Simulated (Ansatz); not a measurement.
A (012) slab of ZrS$_{2}$ (P-3m1 (No. 164)), 18 planes, outer planes S (top) and S (bottom), with 18 atoms (Zr6S12) in a surface cell of A = 31.216 Å², as cut from the bulk:

```
CELL_PARAMETERS angstrom
3.62739 0.00000 0.00000
0.00000 8.60566 0.00000
0.00000 0.00000 26.42415
ATOMIC_POSITIONS crystal
S 0.00000 0.52927 0.28383
Zr 0.50000 0.73349 0.29690
S 0.00000 0.93771 0.30996
S 0.50000 0.26276 0.36507
Zr 0.00000 0.46698 0.37814
S 0.50000 0.67120 0.39121
S 0.00000 0.99626 0.44631
Zr 0.50000 0.20048 0.45938
S 0.00000 0.40470 0.47245
S 0.50000 0.72975 0.52755
Zr 0.00000 0.93397 0.54062
S 0.50000 0.13819 0.55369
S 0.00000 0.46324 0.60879
Zr 0.50000 0.66746 0.62186
S 0.00000 0.87168 0.63493
S 0.50000 0.19673 0.69004
Zr 0.00000 0.40095 0.70310
S 0.50000 0.60517 0.71617
```

All numbers below come from Ansatz 0.2.0, DFT PBEsol, scalar-relativistic, plane waves, PAW. Plane waves to 420 eV, a k mesh through Γ of 7×3×1 on the computed 18-atom cell and Gaussian smearing (0.05 eV); no spin polarisation. The cell repeats along c with a dipole correction in the vacuum.

Against the same 18 atoms in the bulk, the slab as cut lies 2.594 eV higher and the relaxed slab 1.779 eV higher.

Problem. Work out the surface energy before and after relaxation.

Solution. The slab has two faces, so γ = (E_slab − N·E_bulk)/(2A), the mean of both. As cut: 2.594/(2 × 31.216) = 0.0415 eV/Å², and 1 eV/Å² = 16.02 J/m², so γ = 0.67 J/m². Relaxed: 1.779/(2 × 31.216) = 0.0285 eV/Å² = 0.46 J/m². Relaxation recovers 31 % of the cost of cutting.

Problem. What is the ideal work of this cut, per area?

Solution. Griffith's ideal work is 2γ: 1.33 J/m² if the new faces stay rigid, 0.91 J/m² if they relax. Other cuts parallel to this plane can cost less. One thickness was run, 18 planes, so γ can still shift with it.